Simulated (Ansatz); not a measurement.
Band edges of CsBr (Pm-3m)

```yaml
crystal:
  lattice:
    - [4.24017, 0.00000, 0.00000]
    - [0.00000, 4.24017, 0.00000]
    - [0.00000, 0.00000, 4.24017]
  atoms:
    - { symbol: Cs, position: [0.00000, 0.00000, 0.00000] }
    - { symbol: Br, position: [0.50000, 0.50000, 0.50000] }
```

Conventional cell: a = 4.240 Å, b = 4.240 Å, c = 4.240 Å, α = 90.00°, β = 90.00°, γ = 90.00°. Cs (atom 1) is surrounded by 8 Br at 3.67 Å. Br (atom 2) has 8 Cs at 3.67 Å as nearest neighbours.

Level of theory, where no other is named: PBEsol, all-electron LAPW in Ansatz 0.2.0, with spin-orbit coupling. k mesh 6×6×6, fixed occupations, basis error target 1 meV/atom. The cell was relaxed by PAW under this functional.

Extrema are searched on a 8×8×8 mesh and refined by Newton steps; masses come from band slopes 0.005 Å⁻¹ away, 1/m* = (1/ħ²) d²E/dk², negative for holes (the finite step makes the lightest masses up to about 3 % heavy). k is in units of the reciprocal vectors.

(1) Where are the band edges, and is the gap direct?

(2) What are the electron masses at the edge?

(3) Several bands lie at or near the hole edge, or its surface isn't an ellipsoid. What are the masses by direction?

(4) What gap does PAW give in the same cell?

(5) What does spin-orbit coupling change?

(6) Cells strained by ±0.5 % (all lengths, zz alone, equal engineering shears γ in yz, zx, xy; ions relaxed) give deformation potentials. How do the edge levels move, in eV per unit strain against the centre of the top valence set?

Answers

(1) The valence maximum lies at Gamma (0.000, 0.000, 0.000) and the conduction minimum at Gamma (0.000, 0.000, 0.000), so the Kohn-Sham gap of 4.267 eV is direct. A further conduction extremum at M (0.000, -0.500, -0.500) lies 0.707 eV from the edge (3 equivalent points). A further valence extremum at M (0.000, -0.500, -0.500) lies 0.149 eV from the edge (3 equivalent points).

(2) The principal masses are 0.292, 0.292, 0.292 mₑ. One valley has a density-of-states mass (m₁m₂m₃)^(1/3) = 0.292; the direction-averaged conductivity mass 3/Σ(1/mᵢ) is 0.292 mₑ.

(3) 

| direction | branch from the edge (spin pairs averaged) | its level at the point (eV from the edge) | m*/mₑ |
| --- | --- | --- | --- |
| 100 | 1 | 0.000 | -3.2 |
| 100 | 2 | 0.000 | -0.545 |
| 100 | 3 | -0.575 | -1.22 |
| 110 | 1 | 0.000 | -2.31 |
| 110 | 2 | 0.000 | -0.582 |
| 110 | 3 | -0.575 | -1.22 |
| 111 | 1 | 0.000 | -2.1 |
| 111 | 2 | 0.000 | -0.598 |
| 111 | 3 | -0.575 | -1.22 |
| 11-2 | 1 | 0.000 | -2.31 |
| 11-2 | 2 | 0.000 | -0.582 |
| 11-2 | 3 | -0.575 | -1.22 |

(4) 4.267 eV, 0 meV from the LAPW value.

(5) The gap goes from 4.453 to 4.267 eV. The valence levels at the maximum lie at 0.000, 0.000, -0.575 eV (pairs).

(6) 

| point | k | side | bands | level (eV) | d/dlnV | d/dε_zz | d/dγ | split/ε_zz | split/γ |
| --- | --- | --- | --- | --- | --- | --- | --- | --- | --- |
| Gamma | 0.00 0.00 0.00 | valence | 4 | 0.000 | 0.00 | 0.00 | 0.00* | 2.48 | 0.93 |
| Gamma | 0.00 0.00 0.00 | conduction | 2 | 4.267 | -3.60 | -3.60 | 0.00* | – | – |
| M | 0.00 0.50 0.50 | valence | 2 | -0.149 | 0.61 | 1.88 | 0.00 | – | – |
| M | 0.00 0.50 0.50 | conduction | 2 | 4.974 | -0.06 | -0.77 | 0.00 | – | – |
| M | 0.50 0.50 0.00 | valence | 2 | -0.149 | 0.61 | -1.94 | 0.00 | – | – |
| M | 0.50 0.50 0.00 | conduction | 2 | 4.974 | -0.06 | 1.37 | 0.00 | – | – |
| R | -0.50 -0.50 -0.50 | valence | 4 | -1.364 | 3.01 | 3.01 | 0.00 | 0.80 | 0.01 |
| R | -0.50 -0.50 -0.50 | conduction | 2 | 8.114 | -4.34 | -4.38 | -0.14 | – | – |
| X | 0.00 -0.50 0.00 | valence | 2 | -0.279 | 1.10 | 0.50 | 0.00* | – | – |
| X | 0.00 -0.50 0.00 | conduction | 2 | 5.658 | 0.44 | 1.50 | 0.00* | – | – |
| X | 0.00 0.00 -0.50 | valence | 2 | -0.279 | 1.10 | 2.30 | 0.00* | – | – |
| X | 0.00 0.00 -0.50 | conduction | 2 | 5.658 | 0.44 | -1.71 | 0.00* | – | – |

The quartet at Γ splits by 2|b|ε_zz and by 2√3|d|(γ/2), so |b| = 1.24 eV and |d| = 0.54 eV.

Sets with another level within 0.15 eV are left out, since it mixes in under strain; the reference set stays in any case. Entries marked * vanish by symmetry to first order; what they show is the residue of the finite step. These cells use a basis error target of 0.5 meV/atom.

Limits of these numbers: semilocal gaps are low, and what follows the gap (onsets, screening, light masses) shifts with it; the frozen-core PAW files of the compared runs were fitted under PBE, their cores solved anew for this functional.
